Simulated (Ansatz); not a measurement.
Calculation for MnSi (zincblende type): DFT, r2SCAN, PAW with Ansatz's default frozen-core files, scalar-relativistic (Ansatz 0.2.0). This run: zincblende relaxed under pressure.

The start is a guessed cell of a prototype that needn't be stable.

Command: `ansatz run input.yaml --threads 2 --pin off --max-ram 7168MiB --backend cpu --events-out ev --progress --plain --runs-dir out` It took 2.2 min on 2 threads of Arm Neoverse N1 (shared host), peak memory 0.45 GiB.

```yaml
crystal:
  lattice:
    - [0.0, 1.974969459, 1.974969459]
    - [1.974969459, 0.0, 1.974969459]
    - [1.974969459, 1.974969459, 0.0]
  atoms:
    - { symbol: Mn, position: [0.0, 0.0, 0.0], spin: 3.0 }
    - { symbol: Si, position: [0.25, 0.25, 0.25] }
magnetization:
  spin_polarized: true
kpoints:
  mp_grid: { grid: [15, 15, 15] }
scf:
  occupations: { method: fermi_dirac, width: 0.05 }
hamiltonian:
  xc: r2scan
  pseudopotentials: { kind: paw }
output:
  forces: true
  stress: true
  eigenvalues: true
  write_density: true
  write_potential: true
  elf: true
  volumetric_format: npy
relax:
  f_tol: 0.005
  max_steps: 40
  cell: { p_target: 280.0, stress_tol: 0.14 }
```

Output:

```
Engine: ansatz 0.2.0
Pseudopotentials: kind: paw
Pseudopotential: Mn, paw, valence charge 15, recommended cutoff 500 eV (meta_gga), Mn.paw.azcp
Pseudopotential: Si, paw, valence charge 4, recommended cutoff 500 eV (meta_gga), Si.paw.azcp
Functional definition: r2SCAN
  parameter k0 = 0.174
  parameter k1 = 0.065
  parameter a1 = 4.9479
  exchange = r2scan_x(k0 = k0, k1 = k1, a1 = a1)
  correlation = r2scan_c
Crystal: 2 atoms, lattice volume = 15.407 Å³
Basis set: ecut = 500 eV, 387 PW (Γ), exchange–correlation on 96×96×96 points (64 copies of the dense FFT grid, shifted against one another)
Bands: 15, of which v1, the nominal top of the filled ones, is band 10 counted from 1 (9 counted from 0)
Symmetry: 24 space group operations
Space group: F-43m (ITA 216), of the structure as read, at distance tolerance 2.5e-5 Å
Magnetic group: BNS 216.74 (UNI 1576), of the structure as read, at distance tolerance 2.5e-5 Å
k-points: 120 of 3375 (time reversal used)
Non-local potential: Mn, projectors of the file, l = 0: 3, l = 1: 2, l = 2: 3, l = 3: 1
Non-local potential: Si, projectors of the file, l = 0: 2, l = 1: 2, l = 2: 2
PAW form: soft (Blöchl's): semilocal exchange-correlation on the pseudo side does not see the compensation charge
PAW frozen core: Mn, regenerated for the run's functional (the file was generated under x = pbe(κ = 0.804, μ = 0.2195149727645171), c = pbe(β = 0.06672455060314922))
PAW frozen core: Si, regenerated for the run's functional (the file was generated under x = pbe(κ = 0.804, μ = 0.2195149727645171), c = pbe(β = 0.06672455060314922))
PAW one-centre angular grid: Mn, 590 points (default); XC on 160 Gauss nodes
PAW one-centre angular grid: Si, 302 points (default); XC on 160 Gauss nodes
Initial density: superposition of atomic densities (chi_scale 0.1, normalization cell)
Starting moments: Σ|m| = 3 μB on 1 of 2 sites
Initial wavefunctions: pseudopotential atomic-orbital guess
Functional: x = r2scan, c = r2scan; τ floored in thin density (d = 2e-4 eV/Å³)
SCF iter   1: F=—  HF=-4515.534726 eV  |F-HF|=—  |Δ(HF+E_count)|=         —  Δρ=1.21e-1 (↑1.21e-1 ↓4.79e-2)  dr2=2.11e0  dr2_τ=8.58e-2  dr2_m=4.70e-1  M=2.108 μB ∫|m|=2.298 μB  β_m=1.00  ethr=3.10e-3  ⟨swp⟩=6.1  Hψ=20463  notcnv=0
Mixer restart at iter 1: flushing history
preconditioner: auto → none  [metal: Δε(μ)=0.020 eV  Ē_g=13.312 eV  σ=0.050 eV  W_gap=0.10  n_scr=8 (ndim 8)  ℏωp=31.4 eV  f_vac=0.000  D(μ)=0.67/eV (n_scr^D=8)  sad-step TF]
SCF iter   2: F=—  HF=-4517.364368 eV  |F-HF|=—  |Δ(HF+E_count)|=    1.83e0  Δρ=2.73e-2 (↑2.73e-2 ↓2.64e-2)  dr2=2.10e-1  dr2_τ=3.59e-3  dr2_m=5.57e-3  M=1.952 μB ∫|m|=2.307 μB  β_m=1.00  ethr=3.10e-3  ⟨swp⟩=3.0  Hψ=8779  notcnv=0  defer=214  κ⁻¹=1.0e0(r=1)
SCF iter   3: F=—  HF=-4518.571784 eV  |F-HF|=—  |Δ(HF+E_count)|=         —  Δρ=1.57e-1 (↑1.57e-1 ↓5.00e-2)  dr2=1.99e0  dr2_τ=2.36e-2  dr2_m=1.30e0  M=1.052 μB ∫|m|=1.327 μB  β_m=1.00  ethr=1.11e-3  ⟨swp⟩=2.8  Hψ=5849  notcnv=0  defer=215
Mixer restart at iter 3: flushing history
SCF iter   4: F=—  HF=-4535.355859 eV  |F-HF|=—  |Δ(HF+E_count)|=    1.68e1  Δρ=3.59e-1 (↑3.16e-1 ↓3.59e-1)  dr2=5.24e1  dr2_τ=1.23e-1  dr2_m=9.15e-2  M=0.788 μB ∫|m|=0.943 μB  β_m=1.00  ethr=2.63e-4  ⟨swp⟩=5.2  Hψ=13142  notcnv=0  defer=215
SCF iter   5: F=—  HF=-4528.311749 eV  |F-HF|=—  |Δ(HF+E_count)|=    7.04e0  Δρ=9.11e-2 (↑9.11e-2 ↓7.97e-2)  dr2=2.62e0  dr2_τ=8.60e-2  dr2_m=8.74e-3  M=0.892 μB ∫|m|=0.993 μB  β_m=1.00  ethr=2.63e-4  ⟨swp⟩=5.0  Hψ=14793  notcnv=0  defer=227  κ⁻¹=1.0e0(r=1)
SCF iter   6: F=—  HF=-4527.339045 eV  |F-HF|=—  |Δ(HF+E_count)|=   9.73e-1  Δρ=2.24e-2 (↑2.24e-2 ↓1.32e-2)  dr2=1.68e-1  dr2_τ=7.34e-4  dr2_m=8.12e-3  M=0.965 μB ∫|m|=1.065 μB  β_m=1.00  ethr=2.63e-4  ⟨swp⟩=3.8  Hψ=10496  notcnv=0  defer=220  κ⁻¹=9.7e-4(r=2)
SCF iter   7: F=—  HF=-4527.747569 eV  |F-HF|=—  |Δ(HF+E_count)|=   4.09e-1  Δρ=1.71e-2 (↑1.37e-2 ↓1.71e-2)  dr2=1.42e-1  dr2_τ=2.69e-4  dr2_m=6.66e-4  M=0.943 μB ∫|m|=1.042 μB  β_m=1.00  ethr=2.63e-4  ⟨swp⟩=2.0  Hψ=6572  notcnv=0  defer=217  κ⁻¹=1.4e-4(r=3)
SCF iter   8: F=—  HF=-4528.234215 eV  |F-HF|=—  |Δ(HF+E_count)|=   4.87e-1  Δρ=1.61e-2 (↑5.23e-3 ↓1.61e-2)  dr2=5.01e-2  dr2_τ=2.08e-4  dr2_m=8.17e-3  M=0.873 μB ∫|m|=0.968 μB  β_m=1.00  ethr=2.63e-4  ⟨swp⟩=2.6  Hψ=6156  notcnv=0  defer=217  κ⁻¹=1.1e-5(r=4)
SCF iter   9: F=—  HF=-4528.447108 eV  |F-HF|=—  |Δ(HF+E_count)|=   2.13e-1  Δρ=5.32e-3 (↑3.78e-3 ↓5.32e-3)  dr2=7.12e-4  dr2_τ=5.05e-5  dr2_m=2.79e-3  M=0.727 μB ∫|m|=0.814 μB  β_m=1.00  ethr=2.63e-4  ⟨swp⟩=3.1  Hψ=7203  notcnv=0  defer=229  κ⁻¹=7.1e-7(r=5)
SCF iter  10: F=—  HF=-4528.462862 eV  |F-HF|=—  |Δ(HF+E_count)|=   1.58e-2  Δρ=2.44e-3 (↑1.74e-3 ↓2.44e-3)  dr2=1.25e-4  dr2_τ=6.28e-6  dr2_m=5.86e-4  M=0.643 μB ∫|m|=0.723 μB  β_m=1.00  ethr=3.75e-6  ⟨swp⟩=2.2  Hψ=7660  notcnv=0  defer=231  κ⁻¹=2.2e-7(r=6)
SCF iter  11: F=—  HF=-4528.469125 eV  |F-HF|=—  |Δ(HF+E_count)|=   6.26e-3  Δρ=1.47e-3 (↑1.47e-3 ↓1.39e-3)  dr2=9.28e-6  dr2_τ=2.51e-6  dr2_m=2.79e-4  M=0.601 μB ∫|m|=0.676 μB  β_m=1.00  ethr=6.57e-7  ⟨swp⟩=2.6  Hψ=6943  notcnv=0  defer=231  κ⁻¹=3.8e-8(r=7)
SCF iter  12: F=—  HF=-4528.473685 eV  |F-HF|=—  |Δ(HF+E_count)|=   4.56e-3  Δρ=9.54e-4 (↑9.54e-4 ↓8.39e-4)  dr2=4.78e-6  dr2_τ=1.01e-6  dr2_m=1.10e-4  M=0.565 μB ∫|m|=0.634 μB  β_m=1.00  ethr=4.89e-8  ⟨swp⟩=3.1  Hψ=8804  notcnv=0  defer=231  κ⁻¹=7.0e-9(r=8)
SCF iter  13: F=—  HF=-4528.475178 eV  |F-HF|=—  |Δ(HF+E_count)|=   1.49e-3  Δρ=8.27e-4 (↑8.27e-4 ↓7.06e-4)  dr2=4.25e-6  dr2_τ=8.52e-7  dr2_m=8.07e-5  M=0.544 μB ∫|m|=0.609 μB  β_m=1.00  ethr=2.52e-8  ⟨swp⟩=3.3  Hψ=8128  notcnv=0  defer=231  κ⁻¹=4.8e-8(r=8)
SCF iter  14: F=—  HF=-4528.476140 eV  |F-HF|=—  |Δ(HF+E_count)|=   9.62e-4  Δρ=4.14e-4 (↑3.38e-4 ↓4.14e-4)  dr2=1.44e-6  dr2_τ=2.52e-7  dr2_m=1.88e-5  M=0.507 μB ∫|m|=0.566 μB  β_m=1.00  ethr=2.24e-8  ⟨swp⟩=3.1  Hψ=8592  notcnv=0  defer=232  κ⁻¹=7.9e-7(r=8)
SCF iter  15: F=—  HF=-4528.476221 eV  |F-HF|=—  |Δ(HF+E_count)|=   8.09e-5  Δρ=1.69e-4 (↑1.35e-4 ↓1.69e-4)  dr2=5.69e-7  dr2_τ=4.35e-8  dr2_m=2.59e-6  M=0.491 μB ∫|m|=0.547 μB  β_m=1.00  ethr=7.58e-9  ⟨swp⟩=3.0  Hψ=7442  notcnv=0  defer=233  κ⁻¹=5.1e-7(r=8)
SCF iter  16: F=—  HF=-4528.476226 eV  |F-HF|=—  |Δ(HF+E_count)|=   5.73e-6  Δρ=4.28e-5 (↑4.00e-5 ↓4.28e-5)  dr2=3.10e-7  dr2_τ=3.50e-9  dr2_m=1.05e-8  M=0.483 μB ∫|m|=0.538 μB  β_m=1.00  ethr=2.99e-9  ⟨swp⟩=3.0  Hψ=7239  notcnv=0  defer=233  κ⁻¹=6.2e-7(r=8)
SCF iter  17: F=—  HF=-4528.476227 eV  |F-HF|=—  |Δ(HF+E_count)|=   7.92e-7  Δρ=3.00e-5 (↑1.74e-5 ↓3.00e-5)  dr2=4.04e-8  dr2_τ=1.98e-9  dr2_m=7.16e-8  M=0.482 μB ∫|m|=0.537 μB  β_m=1.00  ethr=1.63e-9  ⟨swp⟩=2.1  Hψ=6005  notcnv=0  defer=233  κ⁻¹=1.3e-5(r=8)
SCF iter  18: F=—  HF=-4528.476228 eV  |F-HF|=—  |Δ(HF+E_count)|=   8.08e-7  Δρ=5.41e-6 (↑3.49e-6 ↓5.41e-6)  dr2=3.16e-9  dr2_τ=7.93e-11  dr2_m=1.52e-9  M=0.483 μB ∫|m|=0.538 μB  β_m=1.00  ethr=2.13e-10  ⟨swp⟩=2.0  Hψ=5954  notcnv=0  defer=233  κ⁻¹=1.1e-5(r=8)
SCF iter  19: F=—  HF=-4528.476228 eV  |F-HF|=—  |Δ(HF+E_count)|=   7.23e-8  Δρ=7.31e-6 (↑7.31e-6 ↓7.27e-6)  dr2=4.19e-10  dr2_τ=1.48e-10  dr2_m=7.29e-9  M=0.482 μB ∫|m|=0.537 μB  β_m=1.00  ethr=1.66e-11  ⟨swp⟩=11.4  Hψ=26459  notcnv=0  κ⁻¹=2.8e-6(r=8)
SCF iter  20: F=—  HF=-4528.476228 eV  |F-HF|=—  |Δ(HF+E_count)|=   2.80e-9  Δρ=3.57e-6 (↑2.85e-6 ↓3.57e-6)  dr2=2.98e-10  dr2_τ=2.90e-11  dr2_m=1.37e-9  M=0.482 μB ∫|m|=0.537 μB  β_m=1.00  ethr=2.20e-12  ⟨swp⟩=7.6  Hψ=18211  notcnv=0  κ⁻¹=8.4e-7(r=8)
SCF iter  21: F=-4528.476228 eV  HF=-4528.476228 eV  |F-HF|=2.10e-9  |Δ(HF+E_count)|=  3.06e-10  Δρ=8.55e-7 (↑2.48e-7 ↓8.55e-7)  dr2=8.29e-11  dr2_τ=1.49e-12  dr2_m=3.49e-11  M=0.482 μB ∫|m|=0.537 μB  ethr=1.57e-12  ⟨swp⟩=7.2  Hψ=17571  notcnv=0
[... lines left out ...]
SCF converged after 14 iterations
Stability not checked: this state was not tested for a lower state beside it, because the mixer in use, unlike msr1, does not test its closes by its own steps (another_mixer; see scf.mixing.algorithm and scf.lower_state_search)
Magnetization: 0.9213 μB (9.9606 up, 9.0394 down)
Absolute magnetization: 1.0169 μB (∫|ρ↑−ρ↓|, with the PAW one-centre terms)
Spin contamination: 0.0127 ħ² per cell (⟨S²⟩ above its minimum at these occupations)
Per-site moments (μB) at R_I (Å): [(0.763459622675793, 0.7273896753355151), (0.015244107165927605, 0.7273896753355151)]
Free energy (F): -4531.418079 eV
Harris-Foulkes:  -4531.418079 eV  (|F-HF|=3.73e-11)
Internal energy: -4531.409779 eV  (E = F + TS)
E sigma→0 (E₀):  -4531.413929 eV
Entropy (-TS):   -0.008300 eV (-4.150 meV/atom)
Fermi energy:    21.673954 eV
--- Per-component energies (eV) ---
  E_band       = -90.758930
  E_kinetic    = 395.898830
  E_local      = -1931.414119  (includes V_loc(G=0)·N_el)
  E_nonlocal   = 290.699052
  E_hartree    = 855.826436
  E_xc         = -174.680802
  E_vxc        = -232.206815  (∫ρ·V_xc dr)
  E_paw        = -1843.700923  (= ΣΔE_a)
  E_vpaw       = -340.648044  (= ΣTr[D̂ρ^β])
  E_aug_tail   = 0.000001  (compensation charges beyond the density's cutoff)
  E_vtau       = 15.259690  (kinetic-family band-sum trace: ∫τ·v_τ [+ j·A + Jᵃ·Aᵃ] dr)
  E_ewald      = -2123.678777
  E_core_change = -0.359476  (= ΣΔE_core)
  E_smearing   = -0.008300  (= −TS)
  E_closure    = 0.000000  (closes the sum)
  Σ components = -4531.418079   (vs F -4531.418079, Δ=0.00e0)
--- Forces (eV/Å), atoms counted from 1 ---
  atom   1  Mn     0.00000000    -0.00000000    -0.00000000
  atom   2  Si     0.00000000    -0.00000000    -0.00000000
  max |Σ_I F_I| component: 9.99e-16 eV/Å
--- Stress (GPa, compression-positive) ---
      280.033347      -0.000000       0.000000
       -0.000000     280.033347       0.000000
        0.000000       0.000000     280.033347
  P = ⅓ Tr σ = 280.0333 GPa (2800.333 kbar)
--- Band table (eV; the first three rows and the last of 240) ---
  k-point 0 ↑: bands = ["-60.0213", "-27.8102", "-27.8102", "-27.8102", "7.7177", "17.4590", "17.4590", "17.4590", "19.8298", "19.8298", "33.0648", "33.0648", "33.0648", "38.4094", "38.4733"]
  k-point 1 ↑: bands = ["-60.0208", "-27.8211", "-27.8113", "-27.8113", "7.8558", "17.3985", "17.5084", "17.5084", "19.7945", "19.7945", "32.3038", "33.1162", "33.1162", "37.8067", "38.4637"]
  k-point 2 ↑: bands = ["-60.0192", "-27.8520", "-27.8147", "-27.8147", "8.2630", "17.2242", "17.6332", "17.6332", "19.7241", "19.7241", "30.5866", "33.2121", "33.2121", "37.0975", "38.2904"]
  k-point 119 ↓: bands = ["-58.7659", "-26.7630", "-26.7299", "-26.6561", "14.8354", "15.4369", "17.5951", "19.4393", "21.7185", "22.5072", "24.2195", "25.1648", "27.4201", "36.3569", "38.2713"]
--- Relaxed structure (4 steps of the walk, 4 accepted, 1 SCFs on fresh bases) ---
  F+E_penalty+E_count = -4531.41807922 eV   max|allowed force component| = 2.776e-16 eV/Å   (the final SCF, on the basis selected at the relaxed cell)
  cell:  # Å, volume = 16.8837 Å³
    - [1.407596524087407e-33, 2.036163029627705, 2.036163029627705]
    - [2.036163029627705, -8.08890310222175e-34, 2.036163029627705]
    - [2.036163029627705, 2.036163029627705, 2.0636256733227143e-33]
  atoms:
    - { symbol: Mn, position: [9.345374202928882e-35, 1.340858037811535e-34, -1.0158015437966177e-34] }
    - { symbol: Si, position: [0.25, 0.25, 0.25] }
```

Antiferromagnetic order, which Cr and Mn prefer near zero pressure, wasn't tried. Other magnetic orders may lie lower. The PAW files were made under PBE.
